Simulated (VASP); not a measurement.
# BeSe (F-43m) in VASP: single point with r2SCAN

Aim: the single point of BeSe with r2SCAN.

Program: VASP 6.6.1. These are calculated values, not measurements. Logs are shortened: lines on timing, memory, paths and dates and some standing lists are left out, and cuts for length are marked.

## Step 1: Starting point

The structure is cubic, space group F-43m (No. 216). The conventional cell has a = 5.070 Å, b = 5.070 Å, c = 5.070 Å, α = 90.00°, β = 90.00°, γ = 90.00°. Be (site symmetry -43m) is surrounded by 4 Se at 2.20 Å. Around Se (site symmetry -43m) lie 4 Be at 2.20 Å.

## Step 2: Single point, r2SCAN

File POSCAR:

```
BeSe
1.0
    0.0000000000      2.5350000000      2.5350000000
    2.5350000000      0.0000000000      2.5350000000
    2.5350000000      2.5350000000      0.0000000000
Be Se
1 1
Direct
    0.0000000000      0.0000000000      0.0000000000
    0.7500000000      0.7500000000      0.7500000000
```

File INCAR.step1:

```
SYSTEM = BeSe
  ALGO = Normal
  EDIFF = 1E-4
  ENCUT = 520
  GGA = PE
  ISMEAR = 0
  LASPH = .True.
  LCHARG = .False.
  LREAL = .False.
  LWAVE = .True.
  NBANDS = 11
  NELM = 60
  PREC = Accurate
  SIGMA = 0.1
```

File INCAR.step2:

```
SYSTEM = BeSe
  ALGO = Normal
  EDIFF = 1E-7
  ENCUT = 520
  ISIF = 2
  ISMEAR = 0
  ISTART = 1
  LASPH = .True.
  LCHARG = .True.
  LELF = .True.
  LMIXTAU = .True.
  LREAL = .False.
  LVHAR = .True.
  LWAVE = .False.
  METAGGA = R2SCAN
  NBANDS = 11
  NELM = 60
  PREC = Accurate
  SIGMA = 0.1
```

File KPOINTS:

```
k-points
0
Gamma
  6 6 6
  0 0 0
```

Potentials or basis: VASP PAW PBE potentials, release 64 (Be, Se).

Run with:

```sh
$ cat potpaw_PBE.64/Be/POTCAR potpaw_PBE.64/Se/POTCAR > POTCAR
$ cp INCAR.step1 INCAR
$ mpirun -np 1 vasp_std > vasp.out
$ cp INCAR.step2 INCAR
$ mpirun -np 1 vasp_std > vasp.out
```

OUTCAR:

```text
SYSTEM = BeSe
   EDIFF = 1E-7
   ENCUT = 520
   ISIF = 2
   ISMEAR = 0
   ISTART = 1
   LASPH = .True.
   LREAL = .False.
   METAGGA = R2SCAN
   NELM = 60
   PREC = Accurate

 ion  position               nearest neighbor table
   1  0.000  0.000  0.000-   2 2.20   2 2.20   2 2.20   2 2.20
   2  0.750  0.750  0.750-   1 2.20   1 2.20   1 2.20   1 2.20

  LATTYP: Found a face centered cubic cell.
 ALAT       =     5.0700000000

  Lattice vectors:

 A1 = (   0.0000000000,   2.5350000000,   2.5350000000)
 A2 = (   2.5350000000,   0.0000000000,   2.5350000000)
 A3 = (   2.5350000000,   2.5350000000,   0.0000000000)

Analysis of symmetry for initial positions (statically):
=====================================================================
 Subroutine PRICEL returns:
 Original cell was already a primitive cell.

 Routine SETGRP: Setting up the symmetry group for a
 face centered cubic supercell.

 Subroutine GETGRP returns: Found 24 space group operations
 (whereof 24 operations were pure point group operations)
 out of a pool of 48 trial point group operations.

The static configuration has the point symmetry T_d .

Analysis of symmetry for dynamics (positions and initial velocities):
=====================================================================
 Subroutine PRICEL returns:
 Original cell was already a primitive cell.

 Routine SETGRP: Setting up the symmetry group for a
 face centered cubic supercell.

 Subroutine GETGRP returns: Found 24 space group operations
 (whereof 24 operations were pure point group operations)
 out of a pool of 48 trial point group operations.

The dynamic configuration has the point symmetry T_d .

 Subroutine INISYM returns: Found 24 space group operations
 (whereof 24 operations are pure point group operations),
 and found     1 'primitive' translations

----------------------------------------------------------------------------------------

                                     Primitive cell

  volume of cell :      32.5810

  direct lattice vectors                    reciprocal lattice vectors
     0.000000000  2.535000000  2.535000000    -0.197238659  0.197238659  0.197238659
     2.535000000  0.000000000  2.535000000     0.197238659 -0.197238659  0.197238659
     2.535000000  2.535000000  0.000000000     0.197238659  0.197238659 -0.197238659

  length of vectors
     3.585031381  3.585031381  3.585031381     0.341627378  0.341627378  0.341627378

  position of ions in fractional coordinates (direct lattice)
     0.000000000  0.000000000  0.000000000
     0.750000000  0.750000000  0.750000000

  ion indices of the primitive-cell ions
[... 77 lines left out ...]
   NELECT =       8.0000    total number of electrons
   NUPDOWN=      -1.0000    fix difference up-down
   EMIN   =  10.00;   EMAX   =-10.00  energy-range for DOS
   EFERMI =   0.00;   METHOD = LEGACY
   ISMEAR =     0;   SIGMA  =   0.10  broadening in eV -4-tet -1-fermi 0-gaus
   EFERMI_NEDOS =   21; number of points for ismear=-14 and -15
   IALGO  =     38    algorithm
   IMIX   =      4    mixing-type and parameters
     AMIX     =   0.40;   BMIX     =  1.00
     AMIX_MAG =   1.60;   BMIX_MAG =  1.00
  volume/ion in A,a.u.               =      16.29       109.93
  Fermi-wavevector in a.u.,A,eV,Ry     =   1.025141  1.937235 14.298549  1.050914
  Thomas-Fermi vector in A             =   2.158965
   LORBIT       =      0    0 simple, 1 ext, 2 COOP (PROOUT), +10 PAW based schemes
   METAGGA = R2SCAN    functional components
   LHFCALC =     F    Hartree Fock is set to
   AEXX    =    0.0000 exact exchange contribution
   IVDW    =     0    specifies the selected vdW correction
   LEPSILON=     F    determine dielectric tensor
   LRPA    =     F    only Hartree local field effects (RPA)
 non-spin polarized calculation
 Gauss-broadening in eV      SIGMA  =   0.10
  energy-cutoff  :      520.00
  volume of cell :       32.58
 maximum number of plane-waves:       899
 NGX is ok and might be reduce to    28
   NGX = 13   NGY = 13   NGZ = 13

 number of electron       8.0000001 magnetization

 Free energy of the ion-electron system (eV)
  ---------------------------------------------------
  ext. energy  EPLUGINS =         0.00000000
  ---------------------------------------------------
  free energy    TOTEN  =       -20.49559659 eV

  energy without entropy =      -20.49559659  energy(sigma->0) =      -20.49559659

 E-fermi :   4.0621     XC(G=0): -10.0396

 val. band max:        3.5425535013   @ k =   0.0000   0.0000   0.0000
 cond. band min:       6.5436363909   @ k =   0.5000   0.5000   0.0000
 fundamental gap:      3.0010828896
 Fermi energy:         4.0620548534

 k-point     1 :       0.0000    0.0000    0.0000
  band No.  band energies     occupation
      1     -11.0930      2.00000
      2       3.5426      2.00000
      3       3.5426      2.00000
      4       3.5426      2.00000
      5       9.0195      0.00000
      6       9.1141      0.00000
      7       9.1141      0.00000
      8       9.1141      0.00000
      9      16.7884      0.00000
     10      16.8104      0.00000
     11      16.8104      0.00000
[... 197 lines left out ...]
 k-point    16 :      -0.3333    0.5000    0.1667
  band No.  band energies     occupation
      1      -8.9950      2.00000
      2      -1.5102      2.00000
      3      -0.1716      2.00000
      4       0.1273      2.00000
      5       8.6650      0.00000
      6      10.0598      0.00000
      7      13.5056      0.00000
      8      14.1817      0.00000
      9      18.4223      0.00000
     10      18.5471      0.00000
     11      20.8677      0.00000

------------------------ aborting loop because EDIFF is reached ----------------------------------------

  FORCE on cell =-STRESS in cart. coord.  units (eV):
  Direction    XX          YY          ZZ          XY          YZ          ZX
  --------------------------------------------------------------------------------------
  -------------------------------------------------------------------------------------
  Total        1.0486879      1.0486879      1.0486879      0.0000000      0.0000000      0.0000000
  in kB       51.5695052     51.5695052     51.5695052      0.0000000      0.0000000      0.0000000
  external PRESSURE =      51.5695052 kB  Pullay stress =       0.0000000 kB

 VOLUME and BASIS-vectors are now :
 -----------------------------------------------------------------------------
  energy-cutoff  :      520.00
  volume of cell :       32.58
      direct lattice vectors                 reciprocal lattice vectors
     0.000000000  2.535000000  2.535000000    -0.197238659  0.197238659  0.197238659
     2.535000000  0.000000000  2.535000000     0.197238659 -0.197238659  0.197238659
     2.535000000  2.535000000  0.000000000     0.197238659  0.197238659 -0.197238659

 POSITION                                       TOTAL-FORCE (eV/Angst)
 -----------------------------------------------------------------------------------
      0.00000      0.00000      0.00000         0.000000     -0.000000     -0.000000
      3.80250      3.80250      3.80250        -0.000000      0.000000      0.000000
 -----------------------------------------------------------------------------------
    total drift:                               -0.000000     -0.000000     -0.000000

  FREE ENERGIE OF THE ION-ELECTRON SYSTEM (eV)
  ---------------------------------------------------
  free  energy   TOTEN  =       -20.4955965871 eV

  energy  without entropy=      -20.4955965871  energy(sigma->0) =      -20.49559659
```

OUTCAR.step1:

```text
SYSTEM = BeSe
   EDIFF = 1E-4
   ENCUT = 520
   GGA = PE
   ISMEAR = 0
   LASPH = .True.
   LREAL = .False.
[... 435 lines left out ...]
      0.00000      0.00000      0.00000         0.000000      0.000000      0.000000
      3.80250      3.80250      3.80250        -0.000000     -0.000000     -0.000000
 -----------------------------------------------------------------------------------
    total drift:                               -0.000000     -0.000000     -0.000000

  FREE ENERGIE OF THE ION-ELECTRON SYSTEM (eV)
  ---------------------------------------------------
  free  energy   TOTEN  =        -8.8183276893 eV

  energy  without entropy=       -8.8183276893  energy(sigma->0) =       -8.81832769
```

OSZICAR.step1:

```text
N       E                     dE             d eps       ncg     rms          rms(c)
DAV:   1     0.221425520234E+02    0.22143E+02   -0.37365E+03   352   0.617E+02
DAV:   2    -0.783092069648E+01   -0.29973E+02   -0.29123E+02   456   0.110E+02
DAV:   3    -0.896098144010E+01   -0.11301E+01   -0.11284E+01   477   0.223E+01
DAV:   4    -0.896478376216E+01   -0.38023E-02   -0.38019E-02   416   0.142E+00
DAV:   5    -0.896479592795E+01   -0.12166E-04   -0.12166E-04   443   0.847E-02    0.359E+00
DAV:   6    -0.885777914016E+01    0.10702E+00   -0.58090E-02   402   0.129E+00    0.222E+00
DAV:   7    -0.881699754637E+01    0.40782E-01   -0.10559E-01   439   0.171E+00    0.267E-01
DAV:   8    -0.881827393503E+01   -0.12764E-02   -0.35971E-03   391   0.367E-01    0.271E-02
DAV:   9    -0.881832768925E+01   -0.53754E-04   -0.38398E-05   458   0.426E-02
   1 F= -.88183277E+01 E0= -.88183277E+01  d E =-.381622E-12
```

Wall time 52 s (1 thread of Intel Xeon Platinum 8488C (Sapphire Rapids), shared host); peak memory 0.16 GiB.

Results:

```
Free energy            : -20.4956 eV
Pressure               : 5.2 GPa
Band gap on the k mesh : 3.00 eV, indirect (least direct gap 5.48 eV)
```

Levels at points of the mesh, in eV from the valence-band top:
```csv
k point,band 2,band 3,band 4,band 5,band 6,band 7
"(0.00, 0.00, 0.00)",0.00,0.00,0.00,5.48,5.57,5.57
"(0.50, 0.00, 0.00)",-6.16,-1.17,-1.17,5.11,6.54,6.54
"(0.50, 0.50, 0.00)",-5.48,-2.89,-2.89,3.00,4.64,13.13
```

Caveat: the PAW data sets were made with another functional, which shifts forces and pressure a little.
